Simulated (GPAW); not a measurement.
Input of a GPAW 26.7.0 run:

File run.py:

```python
from ase.dft.bandgap import bandgap
from ase.io import read, write
from ase.units import GPa
from gpaw import GPAW, PW

atoms = read('CdSe.xyz')

calc = GPAW(mode=PW(1200),
            xc='PBE',
            kpts={'size': (5, 5, 3), 'gamma': True},
            occupations={'name': 'fermi-dirac', 'width': 0.05},
            nbands=31,
            convergence={'density': 1e-05, 'energy': 1e-05},
            maxiter=80,
            txt='gpaw.txt')
atoms.calc = calc
energy = atoms.get_potential_energy()
forces = atoms.get_forces()
stress = atoms.get_stress()
calc.write('gs.gpw')
write('result.traj', atoms)
print(f'Energy: {energy:.6f} eV')
print('Forces (eV/A):')
print(forces.round(4))
print('Stress (GPa):', (stress / GPa).round(3))
print('Fermi level:', round(calc.get_fermi_level(), 4), 'eV')
print(f'Gap: {bandgap(calc)[0]:.4f} eV, direct: {bandgap(calc, direct=True)[0]:.4f} eV')
```

The input CdSe.xyz:

```xyz
4
Lattice="4.3000000000 0.0000000000 0.0000000000 -2.1500000000 3.7239092363 0.0000000000 0.0000000000 0.0000000000 7.0200000000" Properties=species:S:1:pos:R:3 pbc="T T T"
Cd     2.1500000002      1.2413030786      3.5100000000
Cd    -0.0000000002      2.4826061577      0.0000000000
Se     2.1500000002      1.2413030786      6.2127000000
Se    -0.0000000002      2.4826061577      2.7027000000
```

Potentials or basis: GPAW PAW data sets (gpaw-data 1.2.1), pw.

Command:

```bash
$ OMP_NUM_THREADS=1 python run.py
```

Problem. Estimate the largest force.

Solution. 0.285 eV/Å.

Problem. Predict the band gap on the k mesh.

Solution. 0.69 eV, direct.

Forces in eV/Å, atoms in the order of the input:
```
Cd   0.000  0.000  0.285
Cd   0.000  0.000  0.285
Se   0.000  0.000 -0.285
Se   0.000  0.000 -0.285
```
